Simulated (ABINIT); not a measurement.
WC:

```
W C
1.0
     0.00000    2.19268    2.19268
     2.19268    0.00000    2.19268
     2.19268    2.19268    0.00000
W C
1 1
Direct
  0.00000 0.00000 0.00000
  0.50000 0.50000 0.50000
```

Measurements of this composition are mostly on another form, of space group No. 187.

Base run:

* Program: ABINIT 10.8.3 (patched build)
* Functional: PBEsol
* Potentials or basis: PseudoDojo NC SR PBEsol v0.4.1 standard
* Cutoff: 1116 eV
* k mesh: 10 × 10 × 10
* Occupations: fermi-dirac, width 0.05 eV
* Spin: no spin polarisation

Its results: band gap on the k mesh none (metal or under the smearing width); pressure -9.9 GPa.

**Question.** The run is repeated on the same cell with these changes: functional from PBEsol to PBE; potentials or basis from PseudoDojo NC SR PBEsol v0.4.1 standard to JTH PAW PBE v2.0; cutoff from 1116 eV to 517 eV. What comes out?

**Answer.** Band gap on the k mesh none (metal or under the smearing width); pressure -0.9 GPa.

Caveats: the highest band is partly filled, so the run has too few bands.
